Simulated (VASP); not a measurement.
A run of VASP 6.6.1 is set up as follows.

Contents of INCAR:

```
PREC = Accurate
ENCUT = 500
EDIFF = 1E-7
ISMEAR = 0
SIGMA = 0.02
LREAL = F
LASPH = T
NELM = 60
ALGO = Fast
ISIF = 2
LWAVE = F
LCHARG = F
GGA = PE
```

KPOINTS

```
Automatic mesh
0
Gamma
  11 11 11
```

The input POSCAR:

```
Au
1.0
   -1.6572690000      1.6572690000      1.6572690000
    1.6572690000     -1.6572690000      1.6572690000
    1.6572690000      1.6572690000     -1.6572690000
Au
1
Cartesian
    0.0000000000      0.0000000000      0.0000000000
```

Potentials or basis: VASP PAW PBE potentials, release 64 (Au).

Command:

```sh
$ cat potpaw_PBE.64/Au/POTCAR > POTCAR
$ mpirun -np 1 vasp_std > vasp.out
```

Task: Estimate the pressure.

Result: -1.1 GPa.

Task: Estimate the band gap on the k mesh.

Result: None (metal or under the smearing width).

Spin-orbit coupling is left out, which matters for the levels of Au.
